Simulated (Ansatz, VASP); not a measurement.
Two plane-wave programs on LiCl

File POSCAR:

```
LiCl
1.0
    3.2711235777      0.0000000000      0.0000000000
    0.0000000000      3.2711235777      0.0000000000
    0.0000000000      0.0000000000      3.2711235777
Li Cl
1 1
Direct
    0.0000000000      0.0000000000      0.0000000000
    0.5000000000      0.5000000000      0.5000000000
```

File INCAR.step1:

```
PREC = Accurate
ENCUT = 520
EDIFF = 1E-5
ISMEAR = 1
SIGMA = 0.001
LREAL = F
LASPH = T
NELM = 60
ALGO = Normal
ISIF = 2
LWAVE = T
LCHARG = F
GGA = PE
NBANDS = 12
```

INCAR.step2

```
PREC = Accurate
ENCUT = 520
EDIFF = 1E-7
ISMEAR = 1
SIGMA = 0.001
LREAL = F
LASPH = T
NELM = 60
ALGO = Normal
ISIF = 2
LWAVE = F
LCHARG = F
GGA = PE
LHFCALC = T
HFSCREEN = 0.2079
PRECFOCK = Normal
ISTART = 1
NBANDS = 12
```

KPOINTS

```
Automatic mesh
0
Gamma
  4 4 4
```

Input for Ansatz:

```yaml
crystal:
  lattice:
    - [3.2711235777, 0.0, 0.0]
    - [0.0, 3.2711235777, 0.0]
    - [0.0, 0.0, 3.2711235777]
  atoms:
    - { symbol: Li, position: [0.0, 0.0, 0.0] }
    - { symbol: Cl, position: [0.5, 0.5, 0.5] }
kpoints:
  mp_grid: { grid: [4, 4, 4] }
hamiltonian:
  xc: hse06
scf:
  occupations: { method: cold, width: 0.001 }
  n_extra_bands: 4
output:
  forces: true
  stress: true
  eigenvalues: true
```

Alike in both runs: task single point; functional HSE06; k mesh 4 × 4 × 4; no spin polarisation.

|  | VASP | Ansatz |
| --- | --- | --- |
| version | VASP 6.6.1 | Ansatz 0.2.0 |
| potentials or method | VASP PAW PBE potentials, release 64 (Li_sv, Cl) | plane waves |
| plane-wave cutoff (eV) | 520 | 420 |
| occupations | methfessel-paxton of order 1, width 0.001 eV | cold, width 0.001 eV |
| valence electrons in the cell | 10 | 10 |

Ansatz gave:

```
gap on the k mesh at the Fermi level (eV) : 5.68
```

Task: What did VASP give for the same quantities?

Result: gap on the k mesh at the Fermi level (eV): 5.69.

Ansatz warned: «stress_exchange_threshold_loose».

Caveats: the k mesh is coarse (spacing up to 0.48 Å⁻¹), so the values aren't converged, least of all with exact exchange. A k mesh can miss the band edges.
